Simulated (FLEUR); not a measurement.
The system is CoO.

```xyz
2
Lattice="2.5705 0.0000 0.0000 0.0000 2.5705 0.0000 0.0000 0.0000 2.5705" Properties=species:S:1:pos:R:3 pbc="T T T"
Co    0.0000    0.0000    0.0000
O     1.2853    1.2853    1.2853
```

Measurements of this composition are mostly on another form, of space group No. 225.

Base run:

* Program: FLEUR MaX-R8.1 (later development tree)
* Functional: LDA
* Potentials or basis: all-electron
* Basis: FLAPW
* Kmax: 4.43 1/bohr
* k mesh: 7 × 7 × 7
* Occupations: gaussian, width 0.05 eV
* Spin: collinear spin, ferromagnetic start
* Starting moments: [3.0, 0.0] μB
* Hubbard terms: Co d U = 6 eV

Its results: band gap on the k mesh 1.83 eV, indirect (least direct gap 2.78 eV); net moment 3.00 μB per cell; site moments Co +2.71; O +0.25 μB.

Task: The run is repeated on the same cell with these changes: functional from LDA to r2SCAN; hubbard terms from Co d U = 6 eV to Co d U = 2 eV. What comes out?

Result: Band gap on the k mesh 2.26 eV, indirect (least direct gap 2.49 eV); net moment 3.00 μB per cell; site moments Co +2.68; O +0.30 μB.

Several settings changed at once, so the effect can't be laid on one alone.

Caveats: an odd mesh through Γ misses points on the zone boundary, where band edges often lie; a cell with one magnetic atom can't hold antiferromagnetic order, which such compounds often take; the meta-GGA is that of a development version, with a GGA for the radial functions and cores and without core tails (some runs).

Not every run made on this cell is shown here.
